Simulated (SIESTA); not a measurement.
# Hf under changes of volume

One of the cells (23.523 Å³/atom); the others are scaled copies at fixed shape and fractional positions:

```
CELL_PARAMETERS angstrom
-1.80500 1.80500 1.80500
1.80500 -1.80500 1.80500
1.80500 1.80500 -1.80500
ATOMIC_POSITIONS crystal
Hf 0.00000 0.00000 0.00000
```

This isn't the form of Hf at room conditions, which is hcp.

* Program: SIESTA 5.4.2
* Functional: PBEsol
* Potentials or basis: PseudoDojo 0.4 standard (PBEsol files)
* Basis: DZP (energy shift 0.003 Ry; two zetas on semicore shells)
* Grid cutoff: 800 Ry
* Energy shift: 0.003 Ry
* k mesh: 10 × 10 × 10
* Occupations: fermi-dirac, width 0.05 eV
* Spin: no spin polarisation

| volume (Å³/atom) | energy over the lowest point (meV/atom) | pressure (GPa) |
| --- | --- | --- |
| 22.112 | 0.00 | -3.9 |
| 22.582 | 14.77 | -5.9 |
| 23.052 | 35.37 | -7.7 |
| 23.523 | 60.97 | -9.4 |
| 23.993 | ? | ? |
| 24.464 | 125.53 | -12.2 |
| 24.934 | 163.26 | -13.3 |

Question: What does the run at 23.993 Å³/atom give?

Answer: Energy over the lowest point 91.24 meV/atom; pressure -10.9 GPa.

Worked out: A Birch-Murnaghan fit of order 3 (a polynomial in V^(-2/3)) to the other rows has no minimum within the range. It gives 91.21 meV/atom at 23.993 Å³/atom, against the run's 91.24, and -dE/dV = -11.0 GPa, against -10.9.

Energies are extrapolated to zero smearing.

Caveats: short orbitals over semicore shells can move pressures by several GPa; the basis of atomic orbitals isn't converged, which shifts pressures, moduli and gaps.
